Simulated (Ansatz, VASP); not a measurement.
# One calculation of Ge, two programs

```
CELL_PARAMETERS angstrom
1.36863 -2.54743 0.00000
1.36863 2.54743 0.00000
0.00000 0.00000 2.64315
ATOMIC_POSITIONS crystal
Ge 0.50000 0.50000 0.00000
```

This isn't the form of Ge at room conditions, which is diamond.

Alike in both runs: task single point; functional r2SCAN; k mesh 11 × 11 × 10; occupations fermi-dirac, width 0.05 eV; no spin polarisation.

|  | VASP | Ansatz |
| --- | --- | --- |
| version | VASP 6.6.1 | Ansatz 0.2.0 |
| potentials or method | VASP PAW PBE potentials, release 64 (Ge_d) | Ansatz PAW |
| plane-wave cutoff (eV) | 520 | 500 |
| valence electrons in the cell | 14 | 14 |

|  | VASP | Ansatz | Ansatz less VASP |
| --- | --- | --- | --- |
| gap on the k mesh at the Fermi level (eV) | none | none | - |
| pressure (GPa) | 1.0 | 1.3 | +0.27 |
| largest component of the traceless stress (GPa) | 1.54 | 1.56 | +0.017 |

A gap of «none» marks a metal or a gap that the smearing closes. The functional is the same, so the differences come from potentials, cutoffs and numerics.

Caveats: the PAW data sets were made with another functional, which shifts forces and pressure a little (VASP); the PAW data sets come from PBE, with cores solved anew for the run's functional, which leaves a small shift of forces and pressure (Ansatz).
